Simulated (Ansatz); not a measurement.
**V: single point with PBE**

Crystal: V.

```xyz
2
Lattice="2.6043 0.0000 0.0000 -1.3021 2.2554 0.0000 0.0000 0.0000 4.7233" Properties=species:S:1:pos:R:3 pbc="T T T"
V     0.0000    1.5036    1.1808
V     1.3021    0.7518    3.5425
```

This isn't the form of V at room conditions, which is bcc.

```json
{"Program": "Ansatz 0.2.0", "Task": "single point", "Functional": "PBE", "Potentials or basis": "Ansatz PAW", "Cutoff": "420 eV (not typed: the program's choice for these potentials)", "k mesh": "10 × 10 × 5", "Occupations": "fermi-dirac, width 0.05 eV", "Spin": "collinear spin, ferromagnetic start", "Starting moments": "[2.0, 2.0] μB", "Fixed moment": "4 μB"}
```

- Pressure: 16.1 GPa
- Net moment: 4.00 μB per cell
- Absolute moment: 4.00 μB per cell
- Site moments: V +1.60 μB

Stress tensor (GPa, compression positive):
```
24.97  0.00  0.00
 0.00 24.97  0.00
 0.00  0.00 -1.76
```

Run time: 0.68 s on 2 threads of AMD EPYC 9R45 96-Core Processor (Zen 5) (shared host), peak memory 0.36 GiB.

Caveat: the total moment is fixed, so each spin has its own Fermi level; the thresholds are loose for stress.
